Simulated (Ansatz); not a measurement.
## Al2Pt: the change of pressure and energy less free atoms with volume scale

Periodic Kohn-Sham DFT of a crystal at fixed atoms, scaled to volume_scale times the given cell; pressure positive in compression, energy less spherical unpolarised free atoms, largest_vzz the field gradient of largest size among the nuclei. The results are calculated, by Ansatz 0.2.0.

The cell before it is scaled or strained (space group Fm-3m, No. 225):
```
CELL_PARAMETERS angstrom
0.00000 2.95500 2.95500
2.95500 0.00000 2.95500
2.95500 2.95500 0.00000
ATOMIC_POSITIONS crystal
Al 0.25000 0.25000 0.25000
Al 0.75000 0.75000 0.75000
Pt 0.00000 0.00000 0.00000
```

Settings of every row: method all-electron LAPW; functional LDA; relativity scalar; k mesh 12x12x12; filling fermi-dirac; smearing width 0.08 eV; basis error target 1 meV/atom; nucleus gaussian.

Atom start moment: 0 on all atoms.

Limits: no spin-orbit coupling on heavy atoms.

| row | volume scale | V (Å³/atom) | pressure (GPa) | energy less free atoms (eV/atom) |
| --- | --- | --- | --- | --- |
| 1 | 0.94 | 16.17 | 5.167 | -6.2082 |
| 2 | 0.98 | 16.858 | ? | ? |
| 3 | 1 | 17.202 | -3.917 | -6.2105 |
| 4 | 1.01 | 17.374 | -5.156 | -6.2057 |
| 5 | 1.04 | 17.89 | -8.48 | -6.1835 |

Question: what pressure and energy less free atoms should row 2 give?

Worked fit of pressure. Take u = (V_r/V)^(2/3) − 1 with V_r = 17.288 Å³ an atom, which is twice the finite (Eulerian) strain; such expansions in the strain, on which the Birch-Murnaghan equation of state is built, carry the rest volume and the bulk modulus. The shown rows have u = 0.04558, 0.00333, -0.0033, -0.02256. Least squares give pressure = −4.5456 + 187.2 × u + 567.99 × u² GPa; a straight line predicts inner rows, each left out in turn, worse (root mean square 0.38 against 0.0023 GPa). The rows lie off it by 0.000, -0.001, 0.001, 0.000. The pressure vanishes at u = 0.0227, or V = 16.72 Å³ an atom, and there the bulk modulus at fixed shape and fractions is B = −V dP/dV = (2/3)(1 + u) dP/du = 145 GPa. The withheld row has u = 0.01693, so the fit gives −4.5456 + 187.2 × (0.01693) + 567.99 × (0.01693)² = -1.214 GPa.

The calculation gave -1.22 GPa. The fit lies 0.006 GPa (0.044 % of the column's range) above it; its largest miss of a shown row is 0.001 GPa.

Worked fit of energy less free atoms. Take u = (V_r/V)^(2/3) − 1 with V_r = 17.288 Å³ an atom, which is twice the finite (Eulerian) strain; such expansions in the strain, on which the Birch-Murnaghan equation of state is built, carry the rest volume and the bulk modulus. The shown rows have u = 0.04558, 0.00333, -0.0033, -0.02256. Least squares give energy less free atoms = −6.20826 − 0.7336 × u + 16.127 × u² eV/atom; a straight line predicts inner rows, each left out in turn, worse (root mean square 0.011 against 6.3e-05 eV/atom). All shown rows lie on it to the printed digit. Its lowest point lies at u = 0.0227, or V = 16.71 Å³ an atom, and the curvature there gives the bulk modulus at fixed shape and fractions, B = (4/9)(1 + u)² E″(u)/V = 144 GPa. The withheld row has u = 0.01693, so the fit gives −6.20826 − 0.7336 × (0.01693) + 16.127 × (0.01693)² = -6.2161 eV/atom.

The calculation gave -6.2161 eV/atom. The fit meets it to the printed digit.
